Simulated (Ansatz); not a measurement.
Co:

```
CELL_PARAMETERS angstrom
2.47200 0.00000 0.00000
-1.23600 2.14081 0.00000
0.00000 0.00000 4.02114
ATOMIC_POSITIONS crystal
Co 0.66667 0.33333 0.75000
Co 0.33333 0.66667 0.25000
```

Base run:

* Program: Ansatz 0.2.0
* Functional: PBE
* Potentials or basis: Ansatz PAW earlier set
* Cutoff: 1000 eV
* Density cutoff: 4000 eV
* k mesh: 12 × 12 × 7
* Occupations: fermi-dirac, width 0.05 eV
* Spin: collinear spin, ferromagnetic start
* Starting moments: [2.0, 2.0] μB

Its results: band gap on the k mesh none (metal or under the smearing width); pressure 4.6 GPa; net moment 3.21 μB per cell; site moments Co +1.68 μB.

Task: The run is repeated on the same cell with these changes: potentials or basis from Ansatz PAW earlier set to PseudoDojo standard (PBE files); cutoff from 1000 eV to 1306 eV; density cutoff from 4000 eV to 5225 eV. What comes out?

Result: Band gap on the k mesh none (metal or under the smearing width); pressure 5.2 GPa; net moment 3.25 μB per cell; site moments Co +1.70 μB.

Not every run made on this cell is shown here.
